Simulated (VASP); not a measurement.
Write the native input for VASP 6.6.1 that does the following.

| Item | Value |
| --- | --- |
| Task | single point |
| Functional | PBE |
| Potentials or basis | VASP PAW PBE potentials, release 64 (O, H, C) |
| Cutoff | 520 eV |
| k mesh | 1 × 1 × 1 |
| Occupations | fermi-dirac, width 0.02 eV |
| Spin | no spin polarisation |
| Dipole correction | no |
| Further INCAR settings | LREAL = Auto; ALGO = Normal; EDIFF = 1e-06; NBANDS = 71 |

The structure of H24CO11 lies in POSCAR:

```
H24CO11
1.0
    7.1595990000      0.0000000000      0.0000000000
    0.0000000000      7.1595990000      0.0000000000
    0.0000000000      0.0000000000      7.1595990000
O H C
11 24 1
Direct
    0.5108805675      0.6871474226      0.2186435302
    0.7530589353      0.3392648108      0.2357254924
    0.0734259000      0.4570926388      0.1229258789
   -0.0556595418      0.0801581206      0.5142187433
    0.0216213226      0.5230460533      0.7091318941
    0.3672133034      0.4824013188      0.4948461499
    0.8552154946      0.1189033073      0.8862507523
    0.4250238037      0.6802615621      0.8023494053
    0.4145483567      1.0205180486      0.9519946578
    0.7549026140      0.6762948595      0.5215934580
    0.4965920577      0.1803313286      0.4596346807
    0.4820940391      0.8224482963      0.1658193427
    0.4450668257      0.6279541634      0.1076456936
    0.8385246157      0.4348846912      0.2526119130
    0.7940109495      0.3184116876      0.1013185236
    0.0667216139      0.5840131549      0.1726353669
    0.0805771385      0.4362953847     -0.0129755870
   -0.1018073778      0.0887898889      0.3899380398
    0.0439968775      0.1624252978      0.5382983041
    0.1452176302      0.5140232016      0.6400498128
   -0.0700737569      0.5716660947      0.6137075554
    0.4217135624      0.3728979793      0.4320772714
    0.4033745465      0.5794179255      0.3889603314
    0.9735461441      0.0531873363      0.9055674766
    0.8510951521      0.1288759329      0.7588553493
    0.3532879425      0.6121851238      0.6963378815
    0.5520001888      0.7096207483      0.7483100660
    0.5432008133      1.0168167240      0.9270770612
    0.3817113221      0.8852311421      0.9049808516
    0.8058970900      0.8089279861      0.5226410027
    0.6663920703      0.6635986177      0.4151210145
    0.4708084908     -0.0807307784      0.5942511585
    0.5739986276      0.1367953708      0.3510671478
    0.3022794992      0.0771970609      0.6497430932
    0.2988994216      0.0104056107      0.4002877815
    0.3765574022      0.0290100046      0.5293452888
```

The cell was built by a generator and needn't be a form met in nature.

The input as run:

INCAR

```
PREC = Accurate
ENCUT = 520
EDIFF = 1E-6
ISMEAR = -1
SIGMA = 0.02
LREAL = Auto
LASPH = True
NELM = 100
ALGO = Normal
ISIF = 2
LWAVE = False
LCHARG = False
GGA = PE
NBANDS = 71
```

KPOINTS

```
regular mesh
0
Gamma
  1 1 1
```

Potentials or basis: VASP PAW PBE potentials, release 64 (O, H, C).

Command:

```console
$ cat potpaw_PBE.64/O/POTCAR potpaw_PBE.64/H/POTCAR potpaw_PBE.64/C/POTCAR > POTCAR
$ mpirun -np 1 vasp_gam > vasp.out
```

Results of the run:

```
Pressure               : 0.6 GPa
Largest force          : 4.024 eV/Å
Band gap on the k mesh : 3.96 eV, direct
```

It took 30 s on 1 thread of Intel(R) Xeon(R) 6975P-C (Granite Rapids), with other jobs on the host, peak memory 0.37 GiB.
